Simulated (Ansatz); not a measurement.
NbP in Ansatz: the effect of functional

NbP:

```
Nb P
1.0
    -1.64073    1.64073    5.62293
     1.64073   -1.64073    5.62293
     1.64073    1.64073   -5.62293
Nb P
2 2
Cartesian
  1.6407 0.0000 2.8101
  0.0000 0.0000 5.6216
  0.0000 1.6407 3.7420
  0.0000 0.0000 0.9306
```

The cell is a database's computed one.

The cell isn't the ideal one: volume scaled by 0.94.

Alike in all runs:

| Property | Result |
| --- | --- |
| Program | Ansatz 0.2.0 |
| Task | single point |
| Potentials or basis | Ansatz PAW |
| k mesh | 11 × 11 × 11 |
| Occupations | fermi-dirac, width 0.05 eV |
| Spin | no spin polarisation |

```csv
functional,cutoff,pressure (GPa),largest force (eV/Å)
LDA,420 eV (not typed: the program's choice for these potentials),?,?
r2SCAN,500 eV (not typed: the program's choice for these potentials),11.7,0.02
PBE,420 eV (not typed: the program's choice for these potentials),12.0,0.04
```

Problem. What does the run with functional LDA give?

Solution. Pressure 2.8 GPa; largest force 0.04 eV/Å.

Caveats: the PAW data sets come from PBE, with cores solved anew for the run's functional, which leaves a small shift of forces and pressure (some runs).
